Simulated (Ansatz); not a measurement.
Wanted: the native input for an Ansatz 0.2.0 run.

```
Task                : single point
Functional          : PBE
Potentials or basis : Ansatz PAW
Cutoff              : 420 eV (not typed: the program's choice for these potentials)
k mesh              : 12 × 12 × 12
Occupations         : gaussian, width 0.026 eV
Spin                : no spin polarisation
```

Crystal: Si2Mo.

```
Mo Si
1.0
    -1.60000    1.60000    3.93050
     1.60000   -1.60000    3.93050
     1.60000    1.60000   -3.93050
Mo Si
1 2
Direct
  0.00000 0.00000 0.00000
  0.66700 0.66700 0.00000
  0.33300 0.33300 0.00000
```

The input as run:

input.yaml

```yaml
crystal:
  lattice:
    - [-1.6, 1.6, 3.9305]
    - [1.6, -1.6, 3.9305]
    - [1.6, 1.6, -3.9305]
  atoms:
    - { symbol: Mo, position: [0.0, 0.0, 0.0] }
    - { symbol: Si, position: [0.667, 0.667, 0.0] }
    - { symbol: Si, position: [0.333, 0.333, 0.0] }
hamiltonian:
  xc: pbe
  pseudopotentials: { kind: paw }
kpoints:
  mp_grid: { grid: [12, 12, 12] }
scf:
  occupations: { method: gaussian, width: 0.026 }
output:
  forces: true
  stress: true
  eigenvalues: true
```

Potentials or basis: Ansatz PAW.

Run with:

```sh
$ ansatz run input.yaml --threads 2 --pin off --max-ram 5632MiB --backend cpu --events-out ev --progress --plain --runs-dir out
```

It gave:

The pressure is 2.2 GPa. The largest force is 0.276 eV/Å and the band gap on the k mesh is none (metal or under the smearing width).

Run time: 2.6 s on 2 threads of Intel(R) Xeon(R) Platinum 8259CL CPU @ 2.50GHz (Skylake/Cascade Lake), with other jobs on the host, peak memory 0.43 GiB.
